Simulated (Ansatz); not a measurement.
# SiC: the cost of one run

Program: Ansatz 0.2.0. Level of theory: DFT PBE, scalar-relativistic, plane waves, PAW. These are calculated values, not measurements.

3 further runs of the same task are left out: 3 set aside as unsound or not needed.

## Step 1: Starting point

Symmetry: Cmcm, No. 63, orthorhombic system. The conventional cell has a = 3.149 Å, b = 8.309 Å, c = 3.128 Å, α = 90.00°, β = 90.00°, γ = 90.00°. Around Si (site symmetry m2m) lie 7 C at 2.27 to 2.53 Å. C (site symmetry m2m) has 2 C at 1.77 Å as nearest neighbours.

Coordinates:

```
CELL_PARAMETERS angstrom
1.57462 -4.15465 0.00000
1.57462 4.15465 0.00000
0.00000 0.00000 3.12796
ATOMIC_POSITIONS crystal
Si 0.85400 0.14600 0.75000
Si 0.14600 0.85400 0.25000
C 0.55000 0.45000 0.75000
C 0.45000 0.55000 0.25000
```

This is candidate A: CrB type (Cmcm, No. 63).

(A quick probe on a coarse mesh, which set the mesh and smearing, is not shown.)

## Step 3: A loose first relaxation (candidate A)

File input.yaml:

```yaml
crystal:
  lattice:
    - [1.5746186512, -4.1546525898, 0.0]
    - [1.5746186512, 4.1546525898, 0.0]
    - [0.0, 0.0, 3.127958672]
  atoms:
    - { symbol: Si, position: [0.854, 0.146, 0.75] }
    - { symbol: Si, position: [0.146, 0.854, 0.25] }
    - { symbol: C, position: [0.55, 0.45, 0.75] }
    - { symbol: C, position: [0.45, 0.55, 0.25] }
basis:
  ecutwfc: 420
kpoints:
  mp_grid: { grid: [6, 6, 6] }
hamiltonian:
  xc: pbe
scf:
  occupations: { method: gaussian, width: 0.1 }
  lower_state_search: "off"
output:
  forces: true
  stress: true
  eigenvalues: true
relax:
  adjacent_minimum: "off"
  f_tol: 0.04
  max_steps: 70
  cell: { stress_tol: 0.4 }
```

Started as:

```bash
$ ansatz run input.yaml --threads 1 --pin off --max-ram 2560MiB --backend cpu --events-out ev --progress --plain --runs-dir out
```

**Question.** How long does this run take on 1 thread of Arm Neoverse V1, shared host, and how much memory does it need?

About 38 s, with a peak of 0.31 GiB.
